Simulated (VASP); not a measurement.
These are PBEsol GGA, VASP's PBE PAW potentials (set 64) (plane waves; VASP) values and carry that method's errors.

VASP ran on this input.

**POSCAR**
```
AlSb
1
    0.0000000000     3.0842084677     3.0842084677
    3.0842084677     0.0000000000     3.0842084677
    3.0842084677     3.0842084677     0.0000000000
Al Sb
1 1
Direct
  0.0000000000   0.0000000000   0.0000000000
  0.2500000000   0.2500000000   0.2500000000
```

**INCAR**
```
SYSTEM = AlSb
PREC = Accurate
ENCUT = 400
EDIFF = 1E-7
NELM = 100
ALGO = Normal
LREAL = .FALSE.
LASPH = .TRUE.
ISMEAR = -5
GGA = PS
LMAXMIX = 4
LWAVE = .FALSE.
LCHARG = .TRUE.
LORBIT = 11
NEDOS = 601
ISIF = 2
```

KPOINTS:
```
Automatic mesh
0
Gamma
  8 8 8
0 0 0
```

POTCAR, in this order: Al Sb (PBE.64 set). Program: vasp_std.

Output

OSZICAR:
```
       N       E                     dE             d eps       ncg     rms          rms(c)
DAV:   1     0.132567126232E+02    0.13257E+02   -0.24055E+03   464   0.578E+02
DAV:   2    -0.845967478093E+01   -0.21716E+02   -0.21668E+02   592   0.797E+01
DAV:   3    -0.898692558210E+01   -0.52725E+00   -0.52725E+00   616   0.159E+01
DAV:   4    -0.899041682473E+01   -0.34912E-02   -0.34912E-02   712   0.144E+00
DAV:   5    -0.899042590858E+01   -0.90838E-05   -0.90838E-05   584   0.650E-02    0.333E+00
DAV:   6    -0.889983291726E+01    0.90593E-01   -0.10829E-01   544   0.151E+00    0.204E+00
DAV:   7    -0.886694451751E+01    0.32888E-01   -0.10097E-01   560   0.158E+00    0.440E-01
DAV:   8    -0.886676066939E+01    0.18385E-03   -0.63573E-03   464   0.468E-01    0.100E-01
DAV:   9    -0.886688661967E+01   -0.12595E-03   -0.36210E-04   632   0.133E-01    0.223E-02
DAV:  10    -0.886689672055E+01   -0.10101E-04   -0.10584E-05   640   0.204E-02    0.139E-02
DAV:  11    -0.886690777882E+01   -0.11058E-04   -0.14420E-05   536   0.263E-02    0.360E-03
DAV:  12    -0.886690782992E+01   -0.51101E-07   -0.37246E-07   600   0.363E-03
   1 F= -.88669078E+01 E0= -.88669078E+01  d E =0.000000E+00
```

### OUTCAR
```
------------------------ aborting loop because EDIFF is reached ----------------------------------------
  FORCE on cell =-STRESS in cart. coord.  units (eV):
  Direction    XX          YY          ZZ          XY          YZ          ZX
  --------------------------------------------------------------------------------------
  Total        0.0005061      0.0005061      0.0005061      0.0000000     -0.0000000      0.0000000
  in kB        0.0138203      0.0138203      0.0138203      0.0000000     -0.0000000      0.0000000
  external PRESSURE =       0.0138203 kB  Pullay stress =       0.0000000 kB
  volume of cell :       58.68
      direct lattice vectors                 reciprocal lattice vectors
     0.000000000  3.084208468  3.084208468    -0.162116149  0.162116149  0.162116149
     3.084208468  0.000000000  3.084208468     0.162116149 -0.162116149  0.162116149
     3.084208468  3.084208468  0.000000000     0.162116149  0.162116149 -0.162116149
 POSITION                                       TOTAL-FORCE (eV/Angst)
 -----------------------------------------------------------------------------------
      0.00000      0.00000      0.00000        -0.000000     -0.000000     -0.000000
      1.54210      1.54210      1.54210         0.000000      0.000000      0.000000
 -----------------------------------------------------------------------------------
    total drift:                               -0.000000     -0.000000     -0.000000
  FREE ENERGIE OF THE ION-ELECTRON SYSTEM (eV)
  ---------------------------------------------------
  free  energy   TOTEN  =        -8.8669078299 eV

  energy  without entropy=       -8.8669078299  energy(sigma->0) =       -8.86690783

 total charge

# of ion       s       p       d       tot
------------------------------------------
    1        0.415   0.351   0.000   0.766
    2        1.114   1.411   0.023   2.548
--------------------------------------------------
tot          1.529   1.762   0.023   3.314
```
(Selected blocks of OUTCAR.)

File OUTCAR:
```
 val. band max:        4.5607670429   @ k =   0.0000   0.0000   0.0000

 cond. band min:       5.7017088742   @ k =   0.5000   0.5000   0.0000


 Fermi energy:         4.5616668454

 k-point     1 :       0.0000    0.0000    0.0000
  band No.  band energies     occupation
      1      -6.1067      2.00000
      2       4.5608      2.00000
      3       4.5608      2.00000
      4       4.5608      2.00000
      5       6.0091      0.00000
      6       7.6495      0.00000
      7       7.6495      0.00000
      8       7.6495      0.00000

 k-point     2 :       0.1250    0.0000    0.0000
  band No.  band energies     occupation
      1      -5.9654      2.00000
      2       3.1088      2.00000
      3       4.3750      2.00000
      4       4.3750      2.00000
      5       6.5588      0.00000
      6       7.9323      0.00000
      7       7.9323      0.00000
      8       8.2628      0.00000

 k-point     3 :       0.2500    0.0000    0.0000
  band No.  band energies     occupation
      1      -5.5683      2.00000
      2       1.2503      2.00000
      3       4.0270      2.00000
      4       4.0270      2.00000
      5       6.2497      0.00000
      6       8.3221      0.00000
      7       8.3221      0.00000
      8      10.0480      0.00000

 k-point     4 :       0.3750    0.0000    0.0000
  band No.  band energies     occupation
      1      -5.0393      2.00000
      2      -0.2153      2.00000
      3       3.7591      2.00000
      4       3.7591      2.00000
      5       5.9335      0.00000
      6       8.3230      0.00000
      7       8.3230      0.00000
      8      11.0785      0.00000

 k-point     5 :       0.5000    0.0000    0.0000
  band No.  band energies     occupation
      1      -4.7443      2.00000
      2      -0.8294      2.00000
      3       3.6630      2.00000
      4       3.6630      2.00000
      5       5.8204      0.00000
      6       8.2540      0.00000
      7       8.2540      0.00000
...
```

Unless said otherwise, spin-orbit coupling is left out, though it shifts the bands of the heavy elements here.

The compound is AlSb in the zinc blende structure. It was relaxed first.
